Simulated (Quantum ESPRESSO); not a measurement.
ZrC:

```xyz
2
Lattice="0.0000 2.3650 2.3650 2.3650 0.0000 2.3650 2.3650 2.3650 0.0000" Properties=species:S:1:pos:R:3 pbc="T T T"
Zr    2.3650    2.3650    2.3650
C     0.0000    0.0000    0.0000
```

```yaml
Program: Quantum ESPRESSO 7.5
Task: Hubbard U by linear response
Functional: PBE
Potentials_or_basis: GBRV 1.5 PBE
Cutoff: 612 eV
Density_cutoff: 4898 eV
k_mesh: 8 × 8 × 8
Occupations: cold, width 0.2 eV
Spin: no spin polarisation
Hubbard_terms: Zr d U = 0.0001 eV
Start_of_the_occupations: default
Hubbard_projectors: ortho-atomic
Mixing_beta: 0.3
Most_SCF_iterations: 120
SCF_threshold: 4e-10 Ry
q_mesh: 2 × 2 × 2
```

Task: What Hubbard parameters does linear response give?

Result: U = 2.81 eV on Zr 4d. The values belong to these projectors, potentials and this ground state, and don't carry over to other codes.

Hubbard U from linear response:
| site | manifold | U (eV) |
| --- | --- | --- |
| 1 | Zr-4d | 2.81 |
On the first site the bare response is -0.529 and the screened one -0.214 eV⁻¹.

Eigenvalues of the final occupation matrices:
```csv
site,spin,trace,eigenvalues
Zr 1 4d,each,1.37,0.23 0.23 0.23 0.34 0.34
```

Caveat: U without spin polarisation on a metal has little footing; the U is typed as a test and isn't derived for this compound.
